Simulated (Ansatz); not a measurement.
# NiO: the cost of one run

Computed with Ansatz 0.2.0 (DFT, PBE, plane-wave PAW, default files, scalar-relativistic, as far as a step names no other, unless a step's input says otherwise).

## 1. The structure to begin with

Symmetry: Fm-3m, No. 225, cubic system. The conventional cell has a = 4.190 Å, b = 4.190 Å, c = 4.190 Å, α = 90.00°, β = 90.00°, γ = 90.00°. Ni (site symmetry m-3m) has 6 O at 2.10 Å as nearest neighbours. O (site symmetry m-3m) is surrounded by 6 Ni at 2.10 Å.

Coordinates:

```cif
data_structure
_symmetry_space_group_name_H-M 'Fm-3m'
_symmetry_Int_Tables_number 225
_cell_length_a 4.1901
_cell_length_b 4.1901
_cell_length_c 4.1901
_cell_angle_alpha 90.000
_cell_angle_beta 90.000
_cell_angle_gamma 90.000
_cell_volume 73.56
loop_
_atom_site_label
_atom_site_type_symbol
_atom_site_symmetry_multiplicity
_atom_site_Wyckoff_symbol
_atom_site_fract_x
_atom_site_fract_y
_atom_site_fract_z
_atom_site_occupancy
Ni1 Ni 4 a 0.00000 0.00000 0.00000 1
O1 O 4 b 0.50000 0.00000 0.00000 1
```

The earlier run gave: no gap over 0.1 eV on the mesh, largest force 0.000 eV/Å, pressure 3.4 GPa, net moment 1.77 μB.

The printed gradients, by site:

```tsv
site	atoms	first shell	V_zz (10²¹ V/m²)	η	C_Q (MHz)	m (μB)	B_c (T)
Ni	1	6 O at 2.10 Å	0.00	–	0 (⁶¹Ni)	1.43	-7.3
O	2	6 Ni at 2.10 Å	0.00	–	0 (¹⁷O)	0.28	21.1
```

V_zz is the principal component of the electric field gradient with the largest magnitude, η = (V_xx − V_yy)/V_zz and C_Q = eQV_zz/h. Q values from Pyykkö, Mol. Phys. 116, 1328 (2018).

B_c = (2μ₀/3) μB (ρ↑ − ρ↓) at the nucleus, 7.77 T per e/Å³, positive along the run's up direction; orbital and dipolar fields are not in it. One atom of each site is listed; partners with reversed moments have reversed fields.

## 2. Z stretched by +3 %, ions relaxed

Contents of input.yaml:

```yaml
crystal:
  lattice:
    - [0.0, 2.09503, 2.1578809]
    - [2.09503, 0.0, 2.1578809]
    - [2.09503, 2.09503, 0.0]
  atoms:
    - { symbol: Ni, position: [0.0, 0.0, 0.0], spin: 2.0 }
    - { symbol: O, position: [0.5, 0.5, 0.5] }
magnetization:
  spin_polarized: true
kpoints:
  mp_grid: { grid: [19, 19, 19] }
scf:
  occupations: { method: fermi_dirac, width: 0.05 }
hamiltonian:
  xc: pbe
  pseudopotentials: { kind: paw }
output:
  forces: true
  stress: true
  populations: true
  efg:
    quadrupole_moments_barn: { Ni: 0.162, O: -0.02558 }
    contact_densities: true
relax:
  f_tol: 0.02
  max_steps: 60
```

Command:

```sh
$ ansatz run input.yaml --threads 1 --pin off --max-ram 3072MiB --backend cpu --events-out ev --progress --plain --runs-dir out
```

**Question.** How long does this run take on 1 thread of Intel Xeon Platinum 8259CL at 2.50GHz (Skylake/Cascade Lake), shared host, and how much memory does it need?

About 48 s, with a peak of 0.73 GiB.
